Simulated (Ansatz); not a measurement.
# Ta (P-1) in Ansatz: convergence with scf exx energy threshold

Aim: find how far scf exx energy threshold must go before the results for Ta settle, at HSE06. This setting moves, with any that are tied to it; all else stays.

All numbers are computed with Ansatz 0.2.0; they aren't measurements. Logs are shortened: lines on timing, memory, paths and dates and some standing lists are left out, and cuts for length are marked.

## Step 1: The crystal as given

The typed cell holds 1 atom: a = 2.878 Å, b = 2.876 Å, c = 2.867 Å, α = 107.90°, β = 109.43°, γ = 112.18°.

## Step 2: With scf exx energy threshold 0.01

Contents of input.yaml:

```yaml
crystal:
  lattice:
    - [-1.71384034, 1.6638007, 1.605951]
    - [1.69320357, -1.68230212, 1.60381565]
    - [1.68622365, 1.65468543, -1.62445243]
  atoms:
    - { symbol: Ta, position: [0.0, 0.0, 0.0] }
hamiltonian:
  xc: hse06
  pseudopotentials: { kind: paw }
kpoints:
  mp_grid: { grid: [6, 6, 6] }
scf:
  occupations: { method: gaussian, width: 0.05 }
  exx: { energy_threshold: 0.01 }
output:
  forces: true
  stress: true
  eigenvalues: true
```

Potentials or basis: Ansatz PAW.

Command:

```sh
ansatz run input.yaml --threads 2 --pin off --max-ram 5632MiB --backend cpu --events-out ev --progress --plain --runs-dir out
```

The program printed:

```text
Warning: output.stress: scf.convergence.dr2_threshold = 1e-7 eV (the SCF's general default) is looser than the 1e-10 eV advised for a printed stress (1e-10 eV for each atom of the cell: 1). What an SCF threshold leaves in a stress goes as its square root, and in the free energy as the threshold itself, and one threshold admits the most on a small cell: of the crystals measured, under no hybrid functional and no lock of the moments, on runs that ended without the residual-converged pass, on stresses that held no estimate of that error, the worst erred by over 100 MPa in a component at 1e-7 eV an atom and by under 5 at 1e-10. Set scf.convergence.dr2_threshold to 1e-10 eV or tighter. The threshold is an SCF's pass mark: one that does not reach it within its budget of iterations ends unconverged, or closes short of it on a stop that the run arms, and scf.convergence.dr2_threshold's page says what that costs each kind of run
Warning: output.stress: scf.exx.energy_threshold = 1e-2 eV is looser than the 1e-8 eV advised for a stress under a hybrid functional (1e-8 eV for each atom of the cell: 1). Every SCF of the exchange loop can meet its threshold on dr2 while the loop round them stops early: no threshold on dr2 bounds what that leaves in the stress. Set scf.exx.energy_threshold to 1e-8 eV or tighter. The threshold is the loop's pass mark: a loop that does not reach it within its budget of cycles ends unconverged, and scf.exx.energy_threshold's page has the law
Warning: RAYON_NUM_THREADS=2 ignored (pool sized by the plan → 2); use --threads N
Engine: ansatz 0.2.0, aarch64-unknown-linux-gnu
Pseudopotentials: kind: paw
Pseudopotential: Ta, paw, valence charge 13, recommended cutoff 420 eV (normal), Ta.paw.azcp
Functional definition: HSE06
  parameter a = 0.25
  parameter omega = 0.11/bohr
  exchange = pbe_x - a*pbe_x_sr(omega) + a*exact_x_sr(omega)
  correlation = pbe_c
Crystal: 1 atoms, lattice volume = 17.996 Å³
Basis set: ecut = 420 eV, 353 PW (Γ), exchange–correlation on 40×40×40 points (8 copies of the dense FFT grid, shifted against one another)
Bands: 11, of which v1, the nominal top of the filled ones, is band 7 counted from 1 (6 counted from 0)
Symmetry: 2 space group operations
Space group: P-1 (ITA 2), of the structure as read, at distance tolerance 2.6e-5 Å
k-points: 112 of 216
Non-local potential: Ta, projectors of the file, l = 0: 3, l = 1: 2, l = 2: 2, l = 3: 1
PAW form: soft (Blöchl's): semilocal exchange-correlation on the pseudo side does not see the compensation charge
PAW frozen core: Ta, regenerated for the run's functional, and the local potential with it (the file was generated under x = pbe(κ = 0.804, μ = 0.2195149727645171), c = pbe(β = 0.06672455060314922))
PAW one-centre angular grid: Ta, 590 points (default); XC on 64 Gauss nodes
Initial density: superposition of atomic densities (neutral atoms: chi_scale 0, normalization atom), corrected by the library's trained network
Initial wavefunctions: pseudopotential atomic-orbital guess
Functional: x = pbe(κ = 0.804, μ = 0.2195149727645171), c = pbe(β = 0.06672455060314922), warm-up for x = pbe(κ = 0.804, μ = 0.2195149727645171) + 0.25 (exact − pbe) at short range (hse, ω = 0.20786987370883472 Å⁻¹), c = pbe(β = 0.06672455060314922); HSE06 as pw.x's `hse` composes it (authors' and Libxc's form: `xc: wpbeh`)
SCF iter   1: F=—  HF=-9932.165356 eV  |F-HF|=—  |Δ(HF+E_count)|=         —  Δρ=5.58e-3  dr2=4.69e-3  ethr=1.77e-3  ⟨swp⟩=6.1  Hψ=4885  notcnv=0
preconditioner: auto → none  [metal: Δε(μ)=0.005 eV  Ē_g=8.358 eV  σ=0.050 eV  W_gap=0.06  n_scr=0 (ndim 8)  ℏωp=19.6 eV  f_vac=0.000  D(μ)=2.58/eV (n_scr^D=42)]
iter 2 solved again at ethr=1.74e-6 eV; its pass at ethr=3.61e-5 eV (dr2=2.26e-4 eV) is discarded
SCF iter   2: F=—  HF=-9932.163365 eV  |F-HF|=—  |Δ(HF+E_count)|=   1.99e-3  Δρ=1.71e-3  dr2=2.21e-4  ethr=1.74e-6  ⟨swp⟩=2.1  Hψ=4806  notcnv=0
SCF iter   3: F=—  HF=-9932.163345 eV  |F-HF|=—  |Δ(HF+E_count)|=   2.07e-5  Δρ=4.79e-4  dr2=9.77e-6  ethr=1.70e-6  ⟨swp⟩=3.0  Hψ=2317  notcnv=0
SCF iter   4: F=—  HF=-9932.163352 eV  |F-HF|=—  |Δ(HF+E_count)|=   7.95e-6  Δρ=5.24e-5  dr2=1.70e-7  ethr=7.52e-8  ⟨swp⟩=3.0  Hψ=2220  notcnv=0
SCF iter   5: F=—  HF=-9932.163353 eV  |F-HF|=—  |Δ(HF+E_count)|=   1.10e-7  Δρ=1.10e-5  dr2=9.88e-9  ethr=1.31e-9  ⟨swp⟩=2.9  Hψ=2233  notcnv=0
SCF iter   6: F=-9932.163353 eV  HF=-9932.163353 eV  |F-HF|=1.04e-10  |Δ(HF+E_count)|=   1.50e-9  Δρ=1.25e-6  dr2=2.17e-10  ethr=7.60e-11  ⟨swp⟩=2.5  Hψ=2050  notcnv=0
SCF 1 converged in 6 iterations: F = -9932.163353 eV  dr2 = 2.17e-10
Initial density: handed on by an earlier stage of this run
Initial wavefunctions: those handed on with the density
Functional: x = pbe(κ = 0.804, μ = 0.2195149727645171) + 0.25 (exact − pbe) at short range (hse, ω = 0.20786987370883472 Å⁻¹), c = pbe(β = 0.06672455060314922); HSE06 as pw.x's `hse` composes it (authors' and Libxc's form: `xc: wpbeh`)
Exchange kernel: α = 0.2500, screened, ω = 0.2079 Å⁻¹, Wigner–Seitz truncation, v(0) = 1037.3397 eV·Å³, q-mesh 6×6×6, nearest image of the exchange supercell L = 16.93 Å, pair-density grid 12×12×12, without the augmentation charges, whose exchange is taken in its separable form by FFT convolution over the k-point mesh (sized by the pseudopotential files, 16×16×16 at the most), smooth part of the exact exchange by density-matrix convolution
Frozen-core exchange: fock
iter 1 solved again at ethr=1.04e-4 eV; its pass at ethr=1.00e-1 eV (dr2=1.36e-2 eV) is discarded
SCF iter   1: F=—  HF=-9932.657644 eV  |F-HF|=—  |Δ(HF+E_count)|=         —  Δρ=8.30e-3  dr2=1.94e-2  ethr=1.04e-4  ⟨swp⟩=3.3  Hψ=5274  notcnv=0
preconditioner: auto → none  [metal: Δε(μ)=0.014 eV  Ē_g=9.450 eV  σ=0.050 eV  W_gap=0.15  n_scr=0 (ndim 8)  ℏωp=19.6 eV  f_vac=0.000  D(μ)=2.07/eV (n_scr^D=18)]
SCF iter   2: F=—  HF=-9932.660156 eV  |F-HF|=—  |Δ(HF+E_count)|=   2.51e-3  Δρ=3.48e-3  dr2=3.89e-3  ethr=1.04e-4  ⟨swp⟩=2.2  Hψ=2485  notcnv=0  defer=1
SCF iter   3: F=—  HF=-9932.662035 eV  |F-HF|=—  |Δ(HF+E_count)|=   1.88e-3  Δρ=1.21e-3  dr2=3.20e-4  ethr=1.53e-5  ⟨swp⟩=3.0  Hψ=2608  notcnv=0
SCF iter   4: F=—  HF=-9932.662337 eV  |F-HF|=—  |Δ(HF+E_count)|=   3.01e-4  Δρ=4.54e-4  dr2=9.27e-5  ethr=9.40e-7  ⟨swp⟩=2.4  Hψ=2037  notcnv=0  defer=1
SCF iter   5: F=-9932.662474 eV  HF=-9932.662475 eV  |F-HF|=7.10e-7  |Δ(HF+E_count)|=   1.39e-4  Δρ=1.39e-4  dr2=1.13e-5  ethr=1.98e-7  ⟨swp⟩=3.0  Hψ=2727  notcnv=0  defer=1
SCF 2 stopped early in 5 iterations: F = -9932.662474 eV  dr2 = 1.13e-5
hybrid outer 1: dexx = +1.703e-2 eV, tail = 3.12e-5 eV
Exchange kernel: α = 0.2500, screened, ω = 0.2079 Å⁻¹, Wigner–Seitz truncation, v(0) = 1037.3397 eV·Å³, q-mesh 6×6×6, nearest image of the exchange supercell L = 16.93 Å, pair-density grid 12×12×12, without the augmentation charges, whose exchange is taken in its separable form by FFT convolution over the k-point mesh (sized by the pseudopotential files, 16×16×16 at the most), smooth part of the exact exchange by density-matrix convolution
Frozen-core exchange: fock
SCF iter   1: F=—  HF=-9932.662369 eV  |F-HF|=—  |Δ(HF+E_count)|=         —  Δρ=1.38e-4  dr2=3.81e-6  ethr=1.20e-6  ⟨swp⟩=3.9  Hψ=3029  notcnv=0
preconditioner: auto → none  [metal: Δε(μ)=0.044 eV  Ē_g=9.416 eV  σ=0.050 eV  W_gap=0.46  n_scr=0 (ndim 8)  ℏωp=19.6 eV  f_vac=0.000  D(μ)=1.07/eV (n_scr^D=12)]
SCF iter   2: F=—  HF=-9932.662375 eV  |F-HF|=—  |Δ(HF+E_count)|=   5.42e-6  Δρ=7.34e-5  dr2=1.69e-6  ethr=1.15e-8  ⟨swp⟩=3.0  Hψ=2227  notcnv=0  defer=2
SCF iter   3: F=—  HF=-9932.662378 eV  |F-HF|=—  |Δ(HF+E_count)|=   3.31e-6  Δρ=4.66e-5  dr2=5.70e-7  ethr=3.27e-9  ⟨swp⟩=3.1  Hψ=2518  notcnv=0  defer=2
SCF iter   4: F=—  HF=-9932.662379 eV  |F-HF|=—  |Δ(HF+E_count)|=   7.69e-7  Δρ=2.08e-5  dr2=1.12e-7  ethr=1.64e-9  ⟨swp⟩=2.8  Hψ=2146  notcnv=0  defer=4
SCF iter   5: F=-9932.662379 eV  HF=-9932.662379 eV  |F-HF|=2.14e-9  |Δ(HF+E_count)|=   1.62e-7  Δρ=4.38e-6  dr2=3.84e-9  ethr=3.59e-10  ⟨swp⟩=3.2  Hψ=2907  notcnv=0  defer=3
SCF 3 converged in 5 iterations: F = -9932.662379 eV  dr2 = 3.84e-9
  Residual-converged pass: ⟨swp⟩=2.6  Hψ=2040  notcnv=0  max |occ|·‖R‖ = 6.6e-6 eV (tolerance 6.7e-6 eV)  dr2=3.85e-9  dr2_onsite=1.51e-10  max |Δocc| = 4.8e-11
hybrid outer 2: dexx = +2.711e-5 eV, tail = 3.58e-8 eV, Δε = 1.85e-2 eV (about 5.26e-4 eV left of the loop's levels)
hybrid SCF converged: 2 outer / 10 inner (+6 warm-up), last move |dexx| = 2.71e-5 eV, tail = 3.58e-8 eV
Stability not checked: this state was not tested for a lower state beside it, because the functional holds exact exchange (a hybrid, or Hartree-Fock), whose exchange loop this test does not read (fock_operator; see scf.lower_state_search)
Free energy (F): -9932.662379 eV
Frozen-core exchange: fock
Harris-Foulkes:  -9932.662379 eV  (|F-HF|=2.14e-9)
Internal energy: -9932.661108 eV  (E = F + TS)
E sigma→0 (E₀):  -9932.661744 eV
Entropy (-TS):   -0.001271 eV (-1.271 meV/atom)
Fermi energy:    18.408494 eV
--- Per-component energies (eV) ---
  E_band       = -128.054023
  E_kinetic    = 364.372008
  E_local      = -541.334154  (includes V_loc(G=0)·N_el)
  E_nonlocal   = 16.688369
  E_hartree    = 186.810010
  E_xc         = -174.251327
  E_vxc        = -162.023996  (∫ρ·V_xc dr)
  E_exx        = -35.765389  (= α·E_x^exact, valence–valence)
  E_paw        = -8404.786443  (= ΣΔE_a)
  E_vpaw       = -107.844367  (= ΣTr[D̂ρ^β])
  E_aug_tail   = 0.000144  (compensation charges beyond the density's cutoff)
  E_ewald      = -1341.041339
  E_core_change = -3.352986  (= ΣΔE_core)
  E_smearing   = -0.001271  (= −TS)
  E_closure    = 0.000000  (closes the sum)
  Σ components = -9932.662379   (vs F -9932.662379, Δ=0.00e0)
--- Forces (eV/Å), atoms counted from 1 ---
  atom   1  Ta     0.00000000     0.00000000     0.00000000
  max |Σ_I F_I| component: 0.00e0 eV/Å
--- Stress (GPa, compression-positive) ---
        4.601690       1.883960      -1.336903
        1.883960       1.262586      -3.067881
       -1.336903      -3.067881       4.576753
  P = ⅓ Tr σ = 3.4803 GPa (34.803 kbar)
--- Band table (eV; the first three rows and the last of 112) ---
  k-point 0: bands = ["-52.3041", "-16.8045", "-16.7699", "-16.7157", "9.4991", "19.2566", "19.7905", "20.1373", "22.9251", "23.8139", "33.5439"]
  k-point 1: bands = ["-52.2686", "-17.1088", "-16.8609", "-16.7970", "10.7721", "18.9588", "19.2381", "21.0804", "22.0088", "23.5988", "34.5373"]
  k-point 2: bands = ["-52.1969", "-17.8141", "-17.0658", "-16.7822", "13.0632", "17.8884", "18.3240", "22.4600", "23.6384", "24.4628", "32.7205"]
  k-point 111: bands = ["-52.0662", "-17.7583", "-17.6788", "-17.5800", "14.0826", "14.2011", "26.0340", "26.2133", "26.5449", "27.1934", "27.7288"]
```

Run time: 17 s. Hardware: 2 threads of Arm Neoverse V1, shared host; peak memory 0.68 GiB.

What came out:

| Property | Result |
| --- | --- |
| Free energy | -9932.6624 eV |
| Pressure | 3.5 GPa |
| Band gap on the k mesh | none (metal or under the smearing width) |

## Step 3: With scf exx energy threshold 0.001

Edit input.yaml of step 2 so:

```diff
@@ -14,3 +14,3 @@
   occupations: { method: gaussian, width: 0.05 }
-  exx: { energy_threshold: 0.01 }
+  exx: { energy_threshold: 0.001 }
 output:
```

Potentials or basis: Ansatz PAW.

Command:

```sh
ansatz run input.yaml --threads 2 --pin off --max-ram 5632MiB --backend cpu --events-out ev --progress --plain --runs-dir out
```

It took 17 s on 2 threads of Arm Neoverse V1, shared host; peak memory 0.68 GiB.

What came out:

- Free energy: -9932.6624 eV
- Pressure: 3.5 GPa
- Band gap on the k mesh: none (metal or under the smearing width)

## Step 4: With scf exx energy threshold 0.0001

Edit input.yaml of step 3 so:

```diff
@@ -14,3 +14,3 @@
   occupations: { method: gaussian, width: 0.05 }
-  exx: { energy_threshold: 0.001 }
+  exx: { energy_threshold: 0.0001 }
 output:
```

Command:

```sh
ansatz run input.yaml --threads 2 --pin off --max-ram 5632MiB --backend cpu --events-out ev --progress --plain --runs-dir out
```

Run time: 17 s. Hardware: 2 threads of Arm Neoverse V1, shared host; peak memory 0.69 GiB.

What came out:

* Free energy: -9932.6624 eV
* Pressure: 3.5 GPa
* Band gap on the k mesh: none (metal or under the smearing width)

## Step 5: With scf exx energy threshold 1e-05

Edit input.yaml of step 4 so:

```diff
@@ -14,3 +14,3 @@
   occupations: { method: gaussian, width: 0.05 }
-  exx: { energy_threshold: 0.0001 }
+  exx: { energy_threshold: 1.0e-05 }
 output:
```

Command:

```sh
ansatz run input.yaml --threads 2 --pin off --max-ram 5632MiB --backend cpu --events-out ev --progress --plain --runs-dir out
```

Run time: 17 s. Hardware: 2 threads of Arm Neoverse V1, shared host; peak memory 0.68 GiB.

The run converged. Its results:

```yaml
Free_energy: -9932.6624 eV
Pressure: 3.5 GPa
Band_gap_on_the_k_mesh: none (metal or under the smearing width)
```

## Step 6: With scf exx energy threshold 1e-06

Edit input.yaml of step 5 so:

```diff
@@ -14,3 +14,3 @@
   occupations: { method: gaussian, width: 0.05 }
-  exx: { energy_threshold: 1.0e-05 }
+  exx: { energy_threshold: 1.0e-06 }
 output:
```

Potentials or basis: Ansatz PAW.

Command:

```sh
ansatz run input.yaml --threads 2 --pin off --max-ram 5632MiB --backend cpu --events-out ev --progress --plain --runs-dir out
```

It took 17 s on 2 threads of Arm Neoverse V1, shared host; peak memory 0.69 GiB.

It converged, with:

```yaml
Free_energy: -9932.6624 eV
Pressure: 3.5 GPa
Band_gap_on_the_k_mesh: none (metal or under the smearing width)
```

## Step 7: With scf exx energy threshold 1e-07

Edit input.yaml of step 6 so:

```diff
@@ -14,3 +14,3 @@
   occupations: { method: gaussian, width: 0.05 }
-  exx: { energy_threshold: 1.0e-06 }
+  exx: { energy_threshold: 1.0e-07 }
 output:
```

Command:

```sh
ansatz run input.yaml --threads 2 --pin off --max-ram 5632MiB --backend cpu --events-out ev --progress --plain --runs-dir out
```

Run time: 18 s. Hardware: 2 threads of Arm Neoverse V1, shared host; peak memory 0.68 GiB.

The run converged. Its results:

- Free energy: -9932.6624 eV
- Pressure: 3.5 GPa
- Band gap on the k mesh: none (metal or under the smearing width)

## Step 8: Summary

| scf exx energy threshold | energy less the tightest run, at zero smearing (meV/atom) | SCF cycles | CPU time (s) | peak memory (GiB) |
| --- | --- | --- | --- | --- |
| 0.01 | 0.00 | 16 | 29 | 0.68 |
| 0.001 | 0.00 | 16 | 29 | 0.68 |
| 0.0001 | 0.00 | 16 | 29 | 0.69 |
| 1e-05 | 0.00 | 16 | 30 | 0.68 |
| 1e-06 | 0.00 | 16 | 29 | 0.69 |
| 1e-07 | 0.00 | 19 | 32 | 0.68 |

Against the tightest run, the energy stays within 1 meV/atom from 0.01 on. The tightest run that finished is the yardstick and may itself not be fully converged.

Caveats: all runs use coarse meshes; the PAW data sets come from PBE, with cores solved anew for the run's functional, which leaves a small shift of forces and pressure; the thresholds are loose for stress.
